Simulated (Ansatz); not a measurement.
Calculated with Ansatz (gas phase, PBE0-D4/def2-TZVP geometries, no zero-point term in ΔE). CBS: MP2 limit from def2 TZ/QZ plus the TZ coupled-cluster correction, frozen cores. DFT in def2-TZVPP. For Br outer-core shells are correlated without core-valence functions, which leaves a few kJ/mol of doubt a bond. Scalar relativity is left out up to krypton. One conformer a species, not always the lowest.

Reaction (ligand exchange at a B–Br bond): `FB(F)Br` + `CC(=O)O` → `CC(=O)OB(F)F` + HBr

```
           level  ΔE (kJ/mol)
     LDA (SPW92)        -20.0
CCSD(T)/def2-SVP        -38.9
```

What does CCSD(T)/CBS give? (An estimate is asked.)

Ansatz gave: -23.7 kJ/mol. The listed levels differ from it by 3.7, -15.2 kJ/mol.

Largest T1 diagnostic among the species: 0.015.

From BLYP to BHLYP (50 % exact exchange), in def2-TZVPP and without D4, ΔE moves by −10.3 kJ/mol. At CCSD(T), def2-SVP lies −15.2 kJ/mol from the extrapolated value and def2-TZVPP −2.8 kJ/mol. In def2-TZVPP, CCSD(T) changes the Hartree–Fock value by +11.4 kJ/mol (the triples alone add +2.3 kJ/mol) and MP2 by +17.6 kJ/mol.

CCSD(T)/CBS has its own doubt, a few kJ/mol and more with outer-core shells, so smaller differences from it don't rank the levels.
